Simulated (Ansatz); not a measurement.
Crystal: K.

```
CELL_PARAMETERS angstrom
4.31044 0.00000 0.00000
0.00000 4.31044 0.00000
0.00000 0.00000 4.31044
ATOMIC_POSITIONS crystal
K 0.00000 0.00000 0.00000
```

This isn't the form of K at room conditions, which is bcc.

- Program: Ansatz 0.2.0
- Task: relaxation of cell and atoms
- Functional: PBEsol
- Dispersion: D3(BJ)
- Potentials or basis: Ansatz PAW
- Cutoff: 420 eV (not typed: the program's choice for these potentials)
- k mesh: 6 × 6 × 6
- Occupations: fermi-dirac, width 0.05 eV
- Spin: no spin polarisation

At the start: volume 80.09 Å³/atom.

Q: How do energy, volume and symmetry change on relaxing?

A: It ends after 5 steps and the volume is 69.42 Å³/atom (-13.3 %); space group Pm-3m (No. 221, to 0.05 Å).

The path:
```csv
step,energy change (eV),largest force (eV/Å),volume (Å³)
1,0.0000,0.0000,80.09
2,-0.0025,0.0000,78.99
3,-0.0142,0.0000,67.95
4,-0.0145,0.0000,69.42
5,-0.0144,0.0000,69.42
```

Final structure:
```
K
1.0
     4.10991    0.00000    0.00000
     0.00000    4.10991    0.00000
     0.00000    0.00000    4.10991
K
1
Cartesian
  0.0000 0.0000 0.0000
```

Caveat: the plane-wave basis is chosen anew once the cell has moved, so the energies of steps on either side of that aren't comparable; pairwise dispersion overbinds metals, which lowers pressure and volume; the PAW data sets come from PBE, with cores solved anew for the run's functional, which leaves a small shift of forces and pressure.
